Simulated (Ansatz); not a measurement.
# AgCl: the cost of one run

Computed with Ansatz 0.2.0 (DFT PBEsol, scalar-relativistic, plane waves, PAW, unless a step's input says otherwise).

9 further runs of the same task are left out: 9 set aside as unsound or not needed.

## (1) Starting point

The structure is cubic, space group Pm-3m (No. 221). The conventional cell has a = 3.331 Å, b = 3.331 Å, c = 3.331 Å, α = 90.00°, β = 90.00°, γ = 90.00°. Around Ag (site symmetry m-3m) lie 8 Cl at 2.88 Å. Around Cl (site symmetry m-3m) lie 8 Ag at 2.88 Å.

Structure file:

```xyz
2
Lattice="3.3312 0.0000 0.0000 0.0000 3.3312 0.0000 0.0000 0.0000 3.3312" Properties=species:S:1:pos:R:3 pbc="T T T"
Ag    0.0000    0.0000    0.0000
Cl    1.6656    1.6656    1.6656
```

It goes back to an entry of the Materials Project, which need not be the stable form.

It is the result of an earlier relaxation at this level (volume 18.48 Å³/atom; gap on the mesh: 0.45 eV).

## (5) Plan of the scan

The energy is mapped over two normal modes frozen in (zone-centre modes of the cell shown, which folds in the wave vector (0, 0, 1/2) of the primitive cell).

First coordinate, amplitude of mode 1 (97i cm⁻¹), largest displacement: 7 values from −0.595 Å. Second coordinate, amplitude of mode 6 (35 cm⁻¹), largest displacement: 7 values from −0.558 Å.

Nothing else is relaxed (the cell and all other modes fixed). Energies count from the relaxed high-symmetry cell. Points are written as (first, second).

The patterns, per unit of each coordinate (Å):

```
atom      x1     y1     z1      x2     y2     z2
 Ag1   0.000  0.000  0.000   1.000  0.000  0.000
 Ag2   0.000  0.000  0.000  -1.000  0.000  0.000
 Cl3   1.000  0.000  0.000   0.000  0.000  0.000
 Cl4  -1.000  0.000  0.000   0.000  0.000  0.000
```

(The set-up runs are not shown.)

## (6) The run at (−0.595 Å, −0.558 Å)

Input file input.yaml:

```yaml
crystal:
  lattice:
    - [3.3311591989, 0.0, 0.0]
    - [0.0, 3.3311591989, 0.0]
    - [0.0, 0.0, 6.6623183978]
  atoms:
    - { symbol: Ag, position: [-0.1675092563, 0.0, 0.0] }
    - { symbol: Ag, position: [0.1675092563, 0.0, 0.5] }
    - { symbol: Cl, position: [0.3213834991, 0.5, 0.25] }
    - { symbol: Cl, position: [0.6786165009, 0.5, 0.75] }
basis:
  ecutwfc: 420
kpoints:
  mp_grid: { grid: [10, 10, 6] }
hamiltonian:
  xc: pbesol
scf:
  occupations: { method: gaussian, width: 0.05 }
output:
  forces: true
  stress: true
  eigenvalues: true
```

Launch:

```console
> ansatz run input.yaml --threads 1 --pin off --max-ram 2048MiB --backend cpu --events-out ev --progress --plain --runs-dir out
```

Q: Estimate wall time and peak memory on 1 thread of Arm Neoverse N1, shared host.

About 41 s, with a peak of 0.47 GiB.
